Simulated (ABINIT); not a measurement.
Co:

```
CELL_PARAMETERS angstrom
2.47200 0.00000 0.00000
-1.23600 2.14081 0.00000
0.00000 0.00000 4.02114
ATOMIC_POSITIONS crystal
Co 0.66667 0.33333 0.75000
Co 0.33333 0.66667 0.25000
```

Program: ABINIT 10.8.3 (patched build). Alike in all runs: task single point; level PBE; potentials or basis JTH PAW PBE v2.0; cell as given; k mesh 12 × 12 × 7; cutoff (eV) 707; smearing fermi-dirac 0.05 eV. Hardware: 1 thread of Arm Neoverse V2, on a shared host.

Q: Order these runs on this cell by their wall time, lowest first.
A. spin collinear, ferromagnetic start
B. spin off
C. spin collinear, antiferromagnetic start

A: B (44 s), A (92 s), C (220 s).

Caveats: the moment fell far below its start of 5 μB, so a state of higher moment may lie lower in energy (some runs).
